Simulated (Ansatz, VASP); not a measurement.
# Two plane-wave programs on BN

```
B N
1.0
     2.50021    0.00000    0.00000
    -1.25011    2.16525    0.00000
     0.00000    0.00000    6.50530
B N
2 2
Direct
  0.00000 0.00000 0.50000
  0.33333 0.66667 0.00000
  0.00000 0.00000 0.00000
  0.66667 0.33333 0.50000
```

Alike in both runs: task single point; functional LDA; k mesh 12 × 12 × 4; no spin polarisation.

```csv
,VASP,Ansatz
version,VASP 6.6.1,Ansatz 0.2.0
potentials or method,"VASP PAW LDA potentials, release 64 (B, N)","plane waves, PAW"
plane-wave cutoff (eV),520,420
occupations,"gaussian, width 0.01 eV",fixed
valence electrons in the cell,16,16
```

Ansatz gave:

* gap on the k mesh at the Fermi level (eV): 4.19
* pressure (GPa): -3.6
* largest component of the traceless stress (GPa): 3.32

Which values does VASP return?

gap on the k mesh at the Fermi level (eV): 4.18; pressure (GPa): -3.1; largest component of the traceless stress (GPa): 2.71.

A k mesh can miss the band edges. Expect the measured gap to be larger: semilocal functionals such as LDA lack the derivative discontinuity.
